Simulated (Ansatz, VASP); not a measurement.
## MoS2: VASP beside Ansatz

Contents of INCAR:

```
PREC = Accurate ; ENCUT = 600
EDIFF = 1E-6 ; ISMEAR = -1
SIGMA = 0.05 ; LREAL = F
LASPH = T ; NELM = 80
ALGO = Normal ; ISIF = 3
LWAVE = F ; LCHARG = F
IBRION = 2 ; NSW = 40
EDIFFG = -0.005
```

KPOINTS

```
Automatic mesh
0
Gamma
  10 10 3
```

The input POSCAR:

```
MoS2
1.0
    3.1690000000      0.0000000000      0.0000000000
   -1.5845000000      2.7444345046      0.0000000000
    0.0000000000      0.0000000000     12.3240000000
Mo S
2 4
Direct
    0.6666666667      0.3333333333      0.7500000000
    0.3333333333      0.6666666667      0.2500000000
    0.6666666667      0.3333333333      0.3770000000
    0.3333333333      0.6666666667      0.8770000000
    0.6666666667      0.3333333333      0.1230000000
    0.3333333333      0.6666666667      0.6230000000
```

Contents of input.yaml:

```yaml
crystal:
  lattice:
    - [3.169, 0.0, 0.0]
    - [-1.5845, 2.7444345046, 0.0]
    - [0.0, 0.0, 12.324]
  atoms:
    - { symbol: Mo, position: [0.6666666667, 0.3333333333, 0.75] }
    - { symbol: Mo, position: [0.3333333333, 0.6666666667, 0.25] }
    - { symbol: S, position: [0.6666666667, 0.3333333333, 0.377] }
    - { symbol: S, position: [0.3333333333, 0.6666666667, 0.877] }
    - { symbol: S, position: [0.6666666667, 0.3333333333, 0.123] }
    - { symbol: S, position: [0.3333333333, 0.6666666667, 0.623] }
hamiltonian:
  xc: lda
  pseudopotentials: { kind: paw }
kpoints:
  mp_grid: { grid: [10, 10, 3] }
scf:
  occupations: { method: fermi_dirac, width: 0.05 }
output:
  forces: true
  stress: true
  write_density: true
  write_potential: true
  elf: true
  volumetric_format: npy
relax:
  f_tol: 0.01
  max_steps: 40
  cell: { stress_tol: 0.05 }
```

Alike in both runs: task relaxation of cell and atoms; functional LDA; k mesh 10 × 10 × 3; occupations fermi-dirac, width 0.05 eV; no spin polarisation.

```csv
,VASP,Ansatz
version,VASP 6.6.1,Ansatz 0.2.0
potentials or method,"VASP PAW LDA potentials, release 64 (Mo_sv, S)",Ansatz PAW
plane-wave cutoff (eV),600,420
valence electrons in the cell,52,52
```

|  | VASP | Ansatz | Ansatz less VASP |
| --- | --- | --- | --- |
| gap on the k mesh at the Fermi level, each at its own relaxed structure (eV) | 0.77 | 0.76 | -0.006 |
| relaxed volume (Å³/atom) | 17.00 | 16.99 | -0.005 |
| relaxed cell length with the largest relative difference (Å) | 12.067 | 12.077 | +0.0100 |
| energy change over the relaxation (meV/atom) | -12 | -13 | -0.6 |

Caveats: an odd mesh through Γ misses points on the zone boundary, where band edges often lie (VASP); odd divisions of the mesh miss points on the zone boundary, where band edges often lie, so the gap on the mesh can be too wide (Ansatz); the plane-wave basis is chosen anew once the cell has moved, so the energies of steps on either side of that aren't comparable (Ansatz); the PAW data sets come from PBE, with cores solved anew for the run's functional, which leaves a small shift of forces and pressure (Ansatz). Zero-point motion and thermal expansion aren't in these numbers. LDA usually gives volumes a few per cent too small.
